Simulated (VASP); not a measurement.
A run of VASP 6.6.1:

Contents of INCAR:

```
SYSTEM = Se
PREC = Accurate ; ENCUT = 520
EDIFF = 1E-7 ; ISMEAR = 0
SIGMA = 0.1 ; LREAL = .FALSE.
LASPH = .TRUE. ; NELM = 60
ALGO = Normal ; ISIF = 3
LWAVE = .FALSE. ; LCHARG = .FALSE.
GGA = PS ; IVDW = 12
IBRION = 2 ; NSW = 80
EDIFFG = -0.002 ; PSTRESS = 1250.0
```

KPOINTS

```
regular mesh
0
G
  21 21 21
  0 0 0
```

The input POSCAR:

```
Se                                      
1.0
    2.0178876992      1.1650283723      0.8239669879
   -2.0178876992      1.1650283723      0.8239669879
    0.0000000000     -2.3300567447      0.8239669879
  Se            
     1
Direct
     0.0000000000000000    0.0000000000000000    0.0000000000000000
```

Potentials or basis: VASP PAW PBE potentials, release 64 (Se).

The run is started by

```bash
$ cat potpaw_PBE.64/Se/POTCAR > POTCAR
$ mpirun -np 1 vasp_std > vasp.out
```

Hardware: 1 thread of Intel(R) Xeon(R) Platinum 8488C (Sapphire Rapids) (shared host).

Q: How long does it take, and how much memory?

A: It took 27 s on 1 thread of Intel(R) Xeon(R) Platinum 8488C (Sapphire Rapids), with other jobs on the host, peak memory 0.19 GiB. Counts: scf iterations 11, k points 891, ion steps 1.
